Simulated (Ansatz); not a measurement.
# SiC2: a trial structure relaxed

Aim: relax a trial structure of SiC2 and see where it ends.

Method: DFT PBE, scalar-relativistic, plane waves, PAW, in Ansatz 0.2.0.

## 1. The starting structure

The structure is trigonal, space group P-3m1 (No. 164). The conventional cell has a = 3.376 Å, b = 3.376 Å, c = 8.270 Å, α = 90.00°, β = 90.00°, γ = 120.00°. Si (site symmetry 3m) is surrounded by 4 C at 2.07 Å. Around C (site symmetry 3m) lie 3 Si at 2.07 Å and 1 C at 2.07 Å. C (site symmetry 3m) is surrounded by 3 C at 2.07 Å and 1 Si at 2.07 Å.

Coordinates:

```cif
data_structure
_symmetry_space_group_name_H-M 'P-3m1'
_symmetry_Int_Tables_number 164
_cell_length_a 3.3763
_cell_length_b 3.3763
_cell_length_c 8.2703
_cell_angle_alpha 90.000
_cell_angle_beta 90.000
_cell_angle_gamma 120.000
_cell_volume 81.65
loop_
_atom_site_label
_atom_site_type_symbol
_atom_site_symmetry_multiplicity
_atom_site_Wyckoff_symbol
_atom_site_fract_x
_atom_site_fract_y
_atom_site_fract_z
_atom_site_occupancy
Si1 Si 2 d 0.33333 0.66667 0.29167 1
C1 C 2 c 0.00000 0.00000 0.62500 1
C2 C 2 d 0.66667 0.33333 0.95833 1
```

The start is an ordering of an alloy on its end members' structure types: elements ordered on the sites of the Si type, Si/C on Si (P-3m1, No. 164).

## 2. The guess as it stands, on a coarse mesh

Input file input.yaml:

```yaml
crystal:
  lattice:
    - [3.37634954, 0.0, 0.0]
    - [-1.68817477, 2.92400447, 0.0]
    - [0.0, 0.0, 8.27033356]
  atoms:
    - { symbol: Si, position: [0.33333333, 0.66666667, 0.29166667] }
    - { symbol: Si, position: [0.66666667, 0.33333333, 0.70833333] }
    - { symbol: C, position: [0.0, 0.0, 0.625] }
    - { symbol: C, position: [0.66666667, 0.33333333, 0.95833333] }
    - { symbol: C, position: [0.0, 0.0, 0.375] }
    - { symbol: C, position: [0.33333333, 0.66666667, 0.04166667] }
basis:
  ecutwfc: 420
kpoints:
  mp_grid: { grid: [6, 6, 2] }
hamiltonian:
  xc: pbe
scf:
  occupations: { method: gaussian, width: 0.1 }
  lower_state_search: "off"
output:
  forces: true
  stress: true
  eigenvalues: true
```

Command:

```console
ansatz run input.yaml --threads 1 --pin off --max-ram 2560MiB --backend cpu --events-out ev --progress --plain --runs-dir out
```

The session goes on with these runs: rough relaxation on the coarse mesh; another rough relaxation; final relaxation.

Q: Predict the outcome of this session. Wanted: conventional cell; volume; energy over the elements; gap on the mesh.

**Answer**, as computed:

| quantity | value |
| --- | --- |
| symmetry at the end (tolerance 0.02 Å) | space group P-3m1 (No. 164) |
| conventional cell | a = 2.948 Å, b = 2.948 Å, c = 7.263 Å, α = 90.00°, β = 90.00°, γ = 120.00° |
| volume | 9.11 Å³/atom |
| energy over the elements | +0.45 eV/atom |
| gap on the mesh | 1.47 eV |

The space group P-3m1 (No. 164) is kept, and the volume per atom shrinks by 33.1 % from the first guess. The formation energy is positive, so the separate elements lie lower. No finished test with a distortion of lower symmetry is shown, so the end may be a saddle point.
